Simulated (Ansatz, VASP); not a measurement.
# C: VASP beside Ansatz

```
CELL_PARAMETERS angstrom
2.52077 0.00000 0.00000
-1.26039 2.18305 0.00000
0.00000 0.00000 4.19437
ATOMIC_POSITIONS crystal
C 0.33333 0.66667 0.06270
C 0.66667 0.33333 0.56270
C 0.33333 0.66667 0.43730
C 0.66667 0.33333 0.93730
```

Alike in both runs: functional revPBE; k mesh 8 × 8 × 4; occupations fermi-dirac, width 0.05 eV; no spin polarisation.

Ansatz relaxed the structure, and its values are those at the end. VASP's run is a single point on that final structure, the one shown.

|  | VASP | Ansatz |
| --- | --- | --- |
| version | VASP 6.6.1 | Ansatz 0.2.0 |
| potentials or method | VASP PAW PBE potentials, release 64 (C) | plane waves (420 eV) with PAW, scalar-relativistic |
| plane-wave cutoff (eV) | 520 | 420 |
| valence electrons in the cell | 16 | 16 |

|  | VASP | Ansatz | Ansatz less VASP |
| --- | --- | --- | --- |
| pressure (GPa) | 0.5 | 0.0 | -0.50 |

With one functional, cell and mesh, what is left measures potentials, basis and numerics.

Caveats: the PAW data sets were made with another functional, which shifts forces and pressure a little (VASP).
